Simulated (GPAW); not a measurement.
The system is SnO.

```xyz
4
Lattice="3.8137 0.0000 0.0000 0.0000 3.8137 0.0000 0.0000 0.0000 4.8869" Properties=species:S:1:pos:R:3 pbc="T T T"
Sn    1.9068    0.0000    3.7367
Sn    0.0000    1.9068    1.1503
O     0.0000    0.0000    0.0000
O     1.9068    1.9068    0.0000
```

The cell is a database's computed one.

Program: GPAW 26.7.0. Alike in all runs: task single point; no spin polarisation; cell as given.

**Question.** Order these runs on this cell by their pressure, lowest first.
A. level PBE; potentials or basis GPAW PAW data sets (gpaw-data 1.2.1), pw; k mesh 6 × 6 × 5; cutoff (eV) 600; smearing fermi-dirac 0.05 eV; maxiter 120; convergence default
B. level LDA; potentials or basis the program's PAW data sets (release 1.2.1) made for this functional, pw; k mesh 7 × 7 × 6; cutoff (eV) 800; smearing gaussian 0.1 eV; maxiter 150
C. level PBE; potentials or basis GPAW PAW data sets (gpaw-data 1.2.1), pw; k mesh 7 × 7 × 6; cutoff (eV) 800; smearing gaussian 0.014 eV; maxiter 150

**Answer.** B (-4.1 GPa), A (0.3 GPa), C (2.8 GPa).

Caveats: the cutoff is short for stress and forces, so pressures can be off by a GPa or more (some runs).
